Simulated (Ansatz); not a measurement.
# Sn4Ge: the cost of one run

Computed with Ansatz 0.2.0 (DFT PBEsol, scalar-relativistic, plane waves, PAW, unless a step's input says otherwise).

6 further runs of the same task are left out: 2 for a known fault of the program, 1 that didn't finish, 3 set aside as unsound or not needed.

## 1. The structure to begin with

Symmetry: Cmm2, No. 35, orthorhombic system. The conventional cell has a = 4.574 Å, b = 5.068 Å, c = 23.862 Å, α = 90.00°, β = 90.00°, γ = 90.00°. Around Sn (site symmetry mm2) lie 8 Sn at 3.23 to 3.41 Å. Sn (site symmetry mm2) has 12 Sn at 3.23 to 3.51 Å as nearest neighbours. Sn (site symmetry mm2) has 12 Sn at 3.14 to 3.51 Å as nearest neighbours. Sn (site symmetry mm2) has 8 Sn at 3.14 to 3.41 Å as nearest neighbours.

As a file:

```
Sn
1.0
     3.41351    0.00000    0.00000
     0.34834    3.39569    0.00000
     0.00000    0.00000   23.86174
Sn
4
Cartesian
  1.8809 1.6978 8.5000
  0.0000 0.0000 10.7872
  1.8809 1.6978 13.2194
  0.0000 0.0000 15.3723
```

Planes are indexed in the bulk's conventional cell (I4/mmm (No. 139)), a = 3.235 Å, b = 3.235 Å, c = 5.068 Å, α = 90.00°, β = 90.00°, γ = 90.00°.

This (110) slab, 6.9 Å thick as cut, with 17 Å of vacuum; its outer planes are Sn (top) and Sn (bottom), was relaxed beforehand with its lower half held: -23798.3574 eV, work function 4.20 eV (top face), 4.15 eV (bottom face).

## 2. Ge put at a top (Sn) site

The input, input.yaml:

```yaml
crystal:
  lattice:
    - [3.4135078675, 0.0, 0.0]
    - [0.3483379167, 3.3956879505, 0.0]
    - [0.0, 0.0, 25.8617357746]
  atoms:
    - { symbol: Sn, position: [0.5, 0.5, 0.3286709011] }
    - { symbol: Sn, position: [0.0, 0.0, 0.4171121904] }
    - { symbol: Sn, position: [0.5, 0.5, 0.5111548535] }
    - { symbol: Sn, position: [0.0, 0.0, 0.5944038018] }
    - { symbol: Ge, position: [0.0, 0.0, 0.6949384304] }
basis:
  ecutwfc: 420
kpoints:
  mp_grid: { grid: [9, 9, 1] }
hamiltonian:
  xc: pbesol
scf:
  occupations: { method: gaussian, width: 0.1 }
output:
  forces: true
  eigenvalues: true
  write_density: true
  write_potential: true
  elf: true
  volumetric_format: npy
relax:
  adjacent_minimum: "off"
  f_tol: 0.03
  max_steps: 70
  constraints: [{ sites: [0, 1] }]
efield:
  axis: 3
  dipole_correction: true
  ramp_width: 0.04
```

Started as:

```console
$ ansatz run input.yaml --threads 1 --pin off --max-ram 2560MiB --backend cpu --events-out ev --progress --plain --runs-dir out
```

Q: Estimate wall time and peak memory on 1 thread of Arm Neoverse V1, shared host.

About 1.7 min, with a peak of 0.58 GiB.
